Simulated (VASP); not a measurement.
# TiB2 (P6/mmm) in VASP: settings compared

Aim: see how the results for TiB2 move with the level of theory and the settings. Levels: PBE+D3(BJ), PBEsol. Tasks: relaxation of cell and atoms.

Program: VASP 6.6.1. These are calculated values, not measurements. Logs are shortened: lines on timing, memory, paths and dates and some standing lists are left out, and cuts for length are marked.

**1. The structure**

Symmetry: P6/mmm, No. 191, hexagonal system. The conventional cell has a = 3.029 Å, b = 3.029 Å, c = 3.228 Å, α = 90.00°, β = 90.00°, γ = 120.00°. Ti (site symmetry 6/mmm) has 12 B at 2.38 Å as nearest neighbours. B (site symmetry -6m2) is surrounded by 3 B at 1.75 Å.

**2. Relaxation of cell and atoms, PBE+D3(BJ)**

Contents of INCAR:

```
ALGO     = Fast           # electronic algorithm
EDIFF    = 1E-7           # SCF threshold, eV
EDIFFG   = -0.02          # ionic threshold
ENCUT    = 600            # plane-wave cutoff, eV
GGA      = PE             # functional
IBRION   = 2              # ionic algorithm
ISIF     = 3              # what is computed and relaxed
ISMEAR   = -1             # smearing method
IVDW     = 12             # dispersion correction
LASPH    = T              # aspherical terms in the spheres
LCHARG   = F              # write CHGCAR
LREAL    = F              # projectors in reciprocal space
LWAVE    = F              # write WAVECAR
NELM     = 60             # most SCF steps
NSW      = 60             # ionic steps
PREC     = Accurate       # precision mode
SIGMA    = 0.05           # smearing width, eV
```

Contents of KPOINTS:

```
k-points
0
Gamma
  8 8 8
```

Contents of POSCAR:

```
TiB2
1.0
    3.0292000000      0.0000000000      0.0000000000
   -1.5146000000      2.6233641531      0.0000000000
    0.0000000000      0.0000000000      3.2284000000
Ti B
1 2
Direct
    0.0000000000      0.0000000000      0.0000000000
    0.6666666667      0.3333333333      0.5000000000
    0.3333333333      0.6666666667      0.5000000000
```

Potentials or basis: VASP PAW PBE potentials, release 64 (Ti_sv, B).

Started as:

```console
cat potpaw_PBE.64/Ti_sv/POTCAR potpaw_PBE.64/B/POTCAR > POTCAR
mpirun -np 1 vasp_std > vasp.out
```

OUTCAR:

```text
EDIFF = 1E-7
   EDIFFG = -0.02
   ENCUT = 600
   GGA = PE
   IBRION = 2
   ISIF = 3
   ISMEAR = -1
   IVDW = 12
   LASPH = T
   LREAL = F
   NELM = 60
   NSW = 60
   PREC = Accurate
 IVDW          = 12

 ion  position               nearest neighbor table
   1  0.000  0.000  0.000-   2 2.38   3 2.38   2 2.38   3 2.38   3 2.38   3 2.38   2 2.38   2 2.38
                             2 2.38   2 2.38   3 2.38   3 2.38
   2  0.667  0.333  0.500-   3 1.75   3 1.75   3 1.75   1 2.38   1 2.38   1 2.38   1 2.38   1 2.38
                             1 2.38
   3  0.333  0.667  0.500-   2 1.75   2 1.75   2 1.75   1 2.38   1 2.38   1 2.38   1 2.38   1 2.38
                             1 2.38

  LATTYP: Found a hexagonal cell.
 ALAT       =     3.0292000000
 C/A-ratio  =     1.0657599366

  Lattice vectors:

 A1 = (   3.0292000000,   0.0000000000,   0.0000000000)
 A2 = (  -1.5146000000,   2.6233641531,   0.0000000000)
 A3 = (   0.0000000000,   0.0000000000,   3.2284000000)

Analysis of symmetry for initial positions (statically):
=====================================================================
 Subroutine PRICEL returns:
 Original cell was already a primitive cell.

 Routine SETGRP: Setting up the symmetry group for a
 hexagonal supercell.

 Subroutine GETGRP returns: Found 24 space group operations
 (whereof 24 operations were pure point group operations)
 out of a pool of 24 trial point group operations.

The static configuration has the point symmetry D_6h.

Analysis of symmetry for dynamics (positions and initial velocities):
=====================================================================
 Subroutine PRICEL returns:
 Original cell was already a primitive cell.

 Routine SETGRP: Setting up the symmetry group for a
 hexagonal supercell.

 Subroutine GETGRP returns: Found 24 space group operations
 (whereof 24 operations were pure point group operations)
 out of a pool of 24 trial point group operations.

The dynamic configuration has the point symmetry D_6h.

 Subroutine INISYM returns: Found 24 space group operations
 (whereof 24 operations are pure point group operations),
 and found     1 'primitive' translations

----------------------------------------------------------------------------------------

                                     Primitive cell

  volume of cell :      25.6551

  direct lattice vectors                    reciprocal lattice vectors
     3.029200000  0.000000000  0.000000000     0.330120164  0.190594965  0.000000000
    -1.514600000  2.623364153  0.000000000     0.000000000  0.381189931  0.000000000
     0.000000000  0.000000000  3.228400000     0.000000000  0.000000000  0.309750960

  length of vectors
     3.029200000  3.029200000  3.228400000     0.381189931  0.381189931  0.309750960

  position of ions in fractional coordinates (direct lattice)
     0.000000000  0.000000000  0.000000000
     0.666666667  0.333333333  0.500000000
     0.333333333  0.666666667  0.500000000

  ion indices of the primitive-cell ions
   primitive index   ion index
                 1           1
                 2           2
                 3           3

----------------------------------------------------------------------------------------

 KPOINTS: k-points

Automatic generation of k-mesh.
 Grid dimensions read from file:
 generate k-points for:    8    8    8

 Generating k-lattice:

  Cartesian coordinates                     Fractional coordinates (reciprocal lattice)
     0.041265020  0.023824371  0.000000000     0.125000000  0.000000000  0.000000000
     0.000000000  0.047648741  0.000000000     0.000000000  0.125000000  0.000000000
     0.000000000  0.000000000  0.038718870     0.000000000  0.000000000  0.125000000

  Length of vectors
     0.047648741  0.047648741  0.038718870

  Shift w.r.t. Gamma in fractional coordinates (k-lattice)
     0.000000000  0.000000000  0.000000000

 Subroutine IBZKPT returns following result:
 ===========================================

 Found     50 irreducible k-points:

 Following reciprocal coordinates:
            Coordinates               Weight
  0.000000  0.000000  0.000000      1.000000
  0.125000 -0.000000  0.000000      6.000000
  0.250000 -0.000000  0.000000      6.000000
  0.375000 -0.000000  0.000000      6.000000
  0.500000 -0.000000  0.000000      3.000000
  0.125000  0.125000  0.000000      6.000000
[... 16 lines left out ...]
  0.250000 -0.000000  0.250000     12.000000
  0.375000 -0.000000  0.250000     12.000000
 [... further k-points ...]
   k-points           NKPTS =     50   k-points in BZ     NKDIM =     50   number of bands    NBANDS=     13
   number of dos      NEDOS =    301   number of ions     NIONS =      3
   total plane-waves  NPLWV =  16128
   dimension x,y,z NGX =    24 NGY =   24 NGZ =   28
   dimension x,y,z NGXF=    48 NGYF=   48 NGZF=   56
   ions per type =               1   2
   NGX,Y,Z   is equivalent  to a cutoff of  13.17, 13.17, 14.42 a.u.
   NGXF,Y,Z  is equivalent  to a cutoff of  26.34, 26.34, 28.84 a.u.
 SYSTEM =  unknown system
   PREC   = accura    normal or accurate (medium, high low for compatibility)
   ISTART =      0    job   : 0-new  1-cont  2-samecut
   ICHARG =      2    charge: 1-file 2-atom 10-const
   ISPIN  =      1    spin polarized calculation?
   LNONCOLLINEAR =      F non collinear calculations
   LSORBIT =      F    spin-orbit coupling
   LASPH  =      T    aspherical Exc in radial PAW
   ENCUT  =  600.0 eV  44.10 Ry    6.64 a.u.   6.05  6.05  6.45*2*pi/ulx,y,z
   NELM   =     60;   NELMIN=  2; NELMDL= -5     # of ELM steps
   EDIFF  = 0.1E-06   stopping-criterion for ELM
   LREAL  =      F    real-space projection
   EDIFFG = -.2E-01   stopping-criterion for IOM
   NSW    =     60    number of steps for IOM
   IBRION =      2    ionic relax: 0-MD 1-quasi-New 2-CG
   NFREE  =      1    steps in history (QN), initial steepest desc. (CG)
   ISIF   =      3    stress and relaxation
   ISYM   =      2    0-nonsym 1-usesym 2-fastsym
   POTIM  = 0.5000    time-step for ionic-motion
   TEBEG  =    0.0;   TEEND  =   0.0 temperature during run
   PSTRESS=    0.0 pullay stress
   NELECT =      18.0000    total number of electrons
   NUPDOWN=      -1.0000    fix difference up-down
   EMIN   =  10.00;   EMAX   =-10.00  energy-range for DOS
   EFERMI =   0.00;   METHOD = LEGACY
   ISMEAR =    -1;   SIGMA  =   0.05  broadening in eV -4-tet -1-fermi 0-gaus
   EFERMI_NEDOS =   21; number of points for ismear=-14 and -15
   IALGO  =     68    algorithm
   IMIX   =      4    mixing-type and parameters
     AMIX     =   0.40;   BMIX     =  1.00
     AMIX_MAG =   1.60;   BMIX_MAG =  1.00
  volume/ion in A,a.u.               =       8.55        57.71
  Fermi-wavevector in a.u.,A,eV,Ry     =   1.454703  2.748990 28.792122  2.116161
  Thomas-Fermi vector in A             =   2.571823
   LORBIT       =      0    0 simple, 1 ext, 2 COOP (PROOUT), +10 PAW based schemes
   GGA     = PE    functional components
   LHFCALC =     F    Hartree Fock is set to
   AEXX    =    0.0000 exact exchange contribution
   IVDW    =    12    specifies the selected vdW correction
   LEPSILON=     F    determine dielectric tensor
   LRPA    =     F    only Hartree local field effects (RPA)
 conjugate gradient relaxation of ions
 non-spin polarized calculation
 RMM-DIIS sequential band-by-band and
  energy-cutoff  :      600.00
  volume of cell :       25.66
 maximum number of plane-waves:       873
   NGX = 13   NGY = 13   NGZ = 13

--------------------------------------- Ionic step        1  -------------------------------------------

 number of electron      18.0000002 magnetization

 Free energy of the ion-electron system (eV)
  ---------------------------------------------------
  ext. energy  EPLUGINS =         0.00000000
  ---------------------------------------------------
  free energy    TOTEN  =       -24.43462326 eV

  energy without entropy =      -24.43225815  energy(sigma->0) =      -24.43344071

 E-fermi :   9.9688     XC(G=0): -12.7683

 val. band max:        9.8187794686   @ k =   0.0000   0.0000   0.5000
 cond. band min:      10.0260208700   @ k =   0.0000   0.0000   0.3750
 fundamental gap:      0.2072414015
 Fermi energy:         9.9688253375

 k-point     1 :       0.0000    0.0000    0.0000
  band No.  band energies     occupation
      1     -46.9583      2.00000
      2     -23.3169      2.00000
      3     -22.9925      2.00000
      4     -22.9925      2.00000
      5      -3.5078      2.00000
      6       7.3995      2.00000
      7       7.3995      2.00000
      8       7.6703      2.00000
      9       7.8835      2.00000
     10      11.8858      0.00000
     11      11.8858      0.00000
     12      15.7613      0.00000
     13      15.7671      0.00000
[... 353 lines left out ...]
 k-point    24 :       0.3750   -0.0000    0.2500
  band No.  band energies     occupation
      1     -46.9049      2.00000
      2     -23.3482      2.00000
      3     -23.3230      2.00000
      4     -23.0618      2.00000
      5      -0.6306      2.00000
      6       2.8175      2.00000
      7       6.1702      2.00000
      8       6.2475      2.00000
      9       7.8734      2.00000
     10      11.7084      0.00000
     11      12.0574      0.00000
     12      13.3286      0.00000
     13      14.9880      0.00000

 [... further k-points ...]

------------------------ aborting loop EDIFF was not reached (unconverged)  ----------------------------

 Edisp (eV)   -1.25767

 E8    (eV) :    -0.5209

  FORCE on cell =-STRESS in cart. coord.  units (eV):
  Direction    XX          YY          ZZ          XY          YZ          ZX
  --------------------------------------------------------------------------------------
  -------------------------------------------------------------------------------------
  Total      -1.14812    -1.14812    -1.40845     0.00000     0.00000    -0.00000
  in kB     -71.70100   -71.70100   -87.95879     0.00000     0.00000    -0.00000
  external pressure =      -77.12 kB  Pullay stress =        0.00 kB
[... 104 lines left out ...]
  energy  without entropy=      -25.7095758989  energy(sigma->0) =      -25.71068865

--------------------------------------- Ionic step        4  -------------------------------------------

 number of electron      18.0000005 magnetization

 Free energy of the ion-electron system (eV)
  ---------------------------------------------------
  ext. energy  EPLUGINS =         0.00000000
  ---------------------------------------------------
  free energy    TOTEN  =       -24.41418784 eV

  energy without entropy =      -24.41206076  energy(sigma->0) =      -24.41312430

 E-fermi :  10.3060     XC(G=0): -12.9208

 val. band max:       10.1265314587   @ k =   0.1250  -0.0000   0.5000
 cond. band min:      10.3293261379   @ k =   0.0000   0.0000   0.3750
 fundamental gap:      0.2027946792
 Fermi energy:        10.3060288687

 k-point     1 :       0.0000    0.0000    0.0000
  band No.  band energies     occupation
      1     -46.5243      2.00000
      2     -22.8831      2.00000
      3     -22.5521      2.00000
      4     -22.5521      2.00000
      5      -3.3234      2.00000
      6       7.6247      2.00000
      7       7.6247      2.00000
      8       8.0976      2.00000
      9       8.1743      2.00000
     10      12.3294      0.00000
     11      12.3294      0.00000
     12      14.1972      0.00000
     13      14.1972      0.00000
[... 402 lines left out ...]
  FREE ENERGIE OF THE ION-ELECTRON SYSTEM (eV)
  ---------------------------------------------------
  free  energy   TOTEN  =       -25.7125720033 eV

  energy  without entropy=      -25.7104449230  energy(sigma->0) =      -25.71150846

 reached required accuracy - stopping structural energy minimisation
```

Run time: 2.6 min. Hardware: 1 thread of Intel Xeon Platinum 8259CL at 2.50GHz (Skylake/Cascade Lake), shared host; peak memory 0.18 GiB.

What came out:

```yaml
Free_energy: -25.7126 eV
Relaxed_volume: 8.29 Å³/atom
Relaxed_cell: a = 3.006 Å, b = 3.006 Å, c = 3.178 Å, α = 90.00°, β = 90.00°, γ = 120.00°
Space_group_after_relaxing_to_0.05_Å: P6/mmm (No. 191)
Energy_gained_by_relaxing: 6.8 meV/atom
Ionic_steps: 4
Pressure_after_relaxing: -0.1 GPa
Band_gap_on_the_k_mesh: none (metal or under the smearing width)
Dispersion_energy_per_atom: -0.433 eV
```

Step by step:
```csv
step,energy change (eV),largest force (eV/Å),pressure (GPa),volume (Å³)
1,0.0000,0.0000,-7.71,25.66
2,-0.0016,0.0000,8.24,24.16
3,-0.0195,0.0000,0.09,24.88
4,-0.0203,0.0000,-0.06,24.87
```

Final structure:
```yaml
crystal:
  lattice:
    - [3.00581, 0.00000, 0.00000]
    - [-1.50290, 2.60310, 0.00000]
    - [0.00000, 0.00000, 3.17824]
  atoms:
    - { symbol: Ti, position: [0.00000, 0.00000, 0.00000] }
    - { symbol: B, position: [0.66667, 0.33333, 0.50000] }
    - { symbol: B, position: [0.33333, 0.66667, 0.50000] }
```

Levels at points of the mesh, in eV from the Fermi level:
```csv
k point,band 6,band 7,band 8,band 9,band 10,band 11,band 12,band 13
"(0.00, 0.00, 0.00)",-2.68,-2.68,-2.21,-2.13,2.02,2.02,3.89,3.89
"(0.50, 0.00, 0.00)",-9.26,-3.30,-3.22,-2.31,1.45,2.88,3.39,3.53
"(0.00, 0.00, 0.50)",-7.69,-0.54,-0.54,-0.20,-0.20,0.50,0.50,1.85
"(0.50, 0.00, 0.50)",-7.56,-4.75,-3.89,-3.12,2.69,3.08,4.82,5.57
```

Caveat: pairwise dispersion overbinds metals, which lowers pressure and volume.

**3. Relaxation of cell and atoms, PBEsol**

Contents of INCAR:

```
SYSTEM = TiB2
ALGO = Fast
EDIFF = 1E-6
EDIFFG = -0.005
ENCUT = 600
GGA = PS
IBRION = 2
ISIF = 3
ISMEAR = -1
LASPH = .True.
LCHARG = .False.
LREAL = .False.
LWAVE = .False.
NELM = 60
NSW = 60
PREC = Accurate
SIGMA = 0.05
```

Contents of KPOINTS:

```
k-points
0
Gamma
  8 8 8
  0 0 0
```

POSCAR is that of step 2.

Potentials or basis: VASP PAW PBE potentials, release 64 (Ti_sv, B).

Started as:

```console
cat potpaw_PBE.64/Ti_sv/POTCAR potpaw_PBE.64/B/POTCAR > POTCAR
mpirun -np 1 vasp_std > vasp.out
```

It took 87 s on 1 thread of Intel Xeon Platinum 8488C (Sapphire Rapids), shared host; peak memory 0.16 GiB.

Results (log left out):

```yaml
Free_energy: -25.7989 eV
Relaxed_volume: 8.38 Å³/atom
Relaxed_cell: a = 3.020 Å, b = 3.020 Å, c = 3.182 Å, α = 90.00°, β = 90.00°, γ = 120.00°
Space_group_after_relaxing_to_0.05_Å: P6/mmm (No. 191)
Energy_gained_by_relaxing: 3.4 meV/atom
Ionic_steps: 5
Pressure_after_relaxing: 0.0 GPa
Band_gap_on_the_k_mesh: none (metal or under the smearing width)
```

The path:
```tsv
step	energy change (eV)	largest force (eV/Å)	pressure (GPa)	volume (Å³)
1	0.0000	0.0000	-4.88	25.66
2	-0.0035	0.0000	4.88	24.70
3	-0.0094	0.0000	0.50	25.12
4	-0.0103	0.0000	0.00	25.14
5	-0.0103	0.0000	0.00	25.14
```

Final structure:
```
CELL_PARAMETERS angstrom
3.02034 0.00000 0.00000
-1.51017 2.61569 0.00000
0.00000 0.00000 3.18165
ATOMIC_POSITIONS crystal
Ti 0.00000 0.00000 0.00000
B 0.66667 0.33333 0.50000
B 0.33333 0.66667 0.50000
```

Levels at points of the mesh, in eV from the Fermi level:
| k point | band 5 | band 6 | band 7 | band 8 | band 9 | band 10 | band 11 | band 12 | band 13 |
| --- | --- | --- | --- | --- | --- | --- | --- | --- | --- |
| (0.00, 0.00, 0.00) | -13.51 | -2.66 | -2.66 | -2.12 | -2.12 | 2.02 | 2.02 | 3.91 | 3.91 |
| (0.50, 0.00, 0.00) | -9.40 | -9.17 | -3.25 | -3.15 | -2.30 | 1.45 | 2.86 | 3.36 | 3.57 |
| (0.00, 0.00, 0.50) | -11.46 | -7.63 | -0.51 | -0.51 | -0.21 | -0.21 | 0.50 | 0.50 | 1.88 |
| (0.50, 0.00, 0.50) | -9.74 | -7.47 | -4.70 | -3.86 | -3.10 | 2.69 | 3.06 | 4.78 | 4.85 |

Caveat: the PAW data sets were made with another functional, which shifts forces and pressure a little.
